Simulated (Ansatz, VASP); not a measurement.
# C: VASP beside Ansatz

```
CELL_PARAMETERS angstrom
2.52210 0.00000 0.00000
-1.26105 2.18420 0.00000
0.00000 0.00000 8.23710
ATOMIC_POSITIONS crystal
C 0.66667 0.33333 0.84375
C 0.33333 0.66667 0.34375
C 0.66667 0.33333 0.65625
C 0.33333 0.66667 0.15625
C 0.00000 0.00000 0.90625
C 0.00000 0.00000 0.40625
C 0.00000 0.00000 0.59375
C 0.00000 0.00000 0.09375
```

This is a hexagonal form of diamond, not graphite.

Alike in both runs: task single point; functional PBE; k mesh 12 × 12 × 4; occupations gaussian, width 0.012 eV; no spin polarisation.

|  | VASP | Ansatz |
| --- | --- | --- |
| version | VASP 6.6.1 | Ansatz 0.2.0 |
| potentials or method | VASP PAW PBE potentials, release 64 (C) | Ansatz PAW |
| plane-wave cutoff (eV) | 520 | 420 |
| valence electrons in the cell | 32 | 32 |

```tsv
	VASP	Ansatz	Ansatz less VASP
gap on the k mesh at the Fermi level (eV)	4.41	4.42	+0.009
least direct gap on the mesh (eV)	5.18	5.19	+0.007
pressure (GPa)	2.9	2.3	-0.67
largest component of the traceless stress (GPa)	8.20	8.20	-0.004
rms of the force components (eV/Å)	0.187	0.187	-0.0002
```

Atom by atom the forces differ by 0.001 eV/Å (rms over components). The functional is the same, so the differences come from potentials, cutoffs and numerics.

Caveats: the pressure holds a Pulay correction of +1.0 GPa for the finite cutoff (Ansatz). A k mesh can miss the band edges.
